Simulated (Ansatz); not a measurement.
A plane-wave DFT run in Ansatz 0.2.0 (scalar-relativistic PAW potentials unless the input names others): input and command.

```yaml
crystal:
  lattice:
    - [0.0, 2.4983874769, 2.4983874769]
    - [2.4983874769, 0.0, 2.4983874769]
    - [2.4983874769, 2.4983874769, 0.0]
  atoms:
    - { symbol: "Y", position: [0.0, 0.0, 0.0] }
basis:
  ecutwfc: 500
kpoints:
  mp_grid: { grid: [14, 14, 14] }
hamiltonian:
  xc: r2scan
  hubbard: { sites: [{ species: "Y", l: d, u_eff: 1.0 }], double_counting: fll }
scf:
  occupations: { method: methfessel_paxton, width: 0.3 }
output:
  forces: true
  eigenvalues: true
  stress: true
```

```bash
ansatz run input.yaml --threads 1 --pin off --max-ram 2560MiB --backend cpu --events-out ev --progress --plain --runs-dir out
```

Abridged log:
```
Basis set: ecut = 500 eV, 749 PW (Γ), exchange–correlation on 108×108×108 points (64 copies of the dense FFT grid, shifted against one another)
Bands: 10, of which v1, the nominal top of the filled ones, is band 6 counted from 1 (5 counted from 0)
Symmetry: 48 space group operations
k-points: 104 of 2744
SCF iter   1: F=—  HF=-3858.690164 eV  |F-HF|=—  |Δ(HF+E_count)|=         —  Δρ=1.61e-2  dr2=1.20e-1  dr2_τ=1.80e-3  ethr=1.10e-3  ⟨swp⟩=1.0  Hψ=7574  notcnv=0
SCF iter   2: F=—  HF=-3858.780488 eV  |F-HF|=—  |Δ(HF+E_count)|=   9.03e-2  S|Δr|=    0.00e0  Δρ=1.05e-2  dr2=5.23e-2  dr2_τ=5.46e-4  ethr=1.09e-3  ⟨swp⟩=2.2  Hψ=1421  notcnv=0
SCF iter   3: F=—  HF=-3858.789926 eV  |F-HF|=—  |Δ(HF+E_count)|=   9.44e-3  S|Δr|=    0.00e0  Δρ=1.15e-3  dr2=2.92e-4  dr2_τ=1.22e-4  ethr=4.75e-4  ⟨swp⟩=2.1  Hψ=1627  notcnv=0
SCF iter   4: F=—  HF=-3858.790353 eV  |F-HF|=—  |Δ(HF+E_count)|=   4.27e-4  S|Δr|=    0.00e0  Δρ=2.88e-4  dr2=1.89e-5  dr2_τ=6.88e-7  ethr=2.66e-6  ⟨swp⟩=2.2  Hψ=1585  notcnv=0
SCF iter   5: F=—  HF=-3858.790375 eV  |F-HF|=—  |Δ(HF+E_count)|=   2.12e-5  S|Δr|=    0.00e0  Δρ=3.34e-5  dr2=2.57e-7  dr2_τ=6.90e-8  ethr=1.72e-7  ⟨swp⟩=2.2  Hψ=1573  notcnv=0
SCF iter   6: F=-3858.790375 eV  HF=-3858.790375 eV  |F-HF|=2.95e-9  |Δ(HF+E_count)|=   1.70e-7  S|Δr|=    0.00e0  Δρ=6.57e-6  dr2=7.39e-9  dr2_τ=3.12e-9  ethr=9.09e-10  ⟨swp⟩=5.8  Hψ=4955  notcnv=0
SCF 1 converged in 6 iterations: F = -3858.790375 eV  dr2 = 7.39e-9
SCF converged after 6 iterations
Stability not checked: this state was not tested for a lower state beside it, because cold or Methfessel-Paxton smearing, or corrected tetrahedra, fill the levels in a way that the test cannot read (fill_not_monotonic; see scf.lower_state_search)
Free energy (F): -3858.790375 eV
Harris-Foulkes:  -3858.790375 eV  (|F-HF|=2.95e-9)
Internal energy: -3858.790361 eV  (E = F + TS)
E sigma→0 (E₀):  -3858.790371 eV
Entropy (-TS):   -0.000014 eV (-0.014 meV/atom)
Fermi energy:    10.272993 eV
--- Forces (eV/Å), atoms counted from 1 ---
  atom   1  Y      0.00000000     0.00000000     0.00000000
--- Stress (GPa, compression-positive) ---
        4.090480       0.000000       0.000000
        0.000000       4.090480       0.000000
        0.000000       0.000000       4.090480
  P = ⅓ Tr σ = 4.0905 GPa (40.905 kbar)
Occupation matrices written to <dir>
```

Apart from outputs and empty bands, the input differs from a reference run on usual settings in scf.occupations.method: "gaussian" → "methfessel_paxton"; scf.occupations.width: 0.1 → 0.3; hamiltonian.hubbard: not typed → {"sites": [{"species": "Y", "l": "d", "u_eff": 1.0}], "double_counting": "fll"}. The reference, at the same geometry (not necessarily relaxed), gave pressure 2.59 GPa, largest force 0.000 eV/Å, no gap on the mesh. This run converged in 6 SCF iterations (reference: 6) with an energy at zero smearing 854 meV/atom above the reference's (the Hamiltonian itself differs), pressure 4.09 GPa, largest force 0.000 eV/Å, no gap on the mesh. Its smearing width is looser than usual. The Hamiltonian differs as well, so the change in the result can't be put down to that alone.

The run took 6.2 s on 1 thread of Arm Neoverse V1 (shared host), peak memory 0.39 GiB.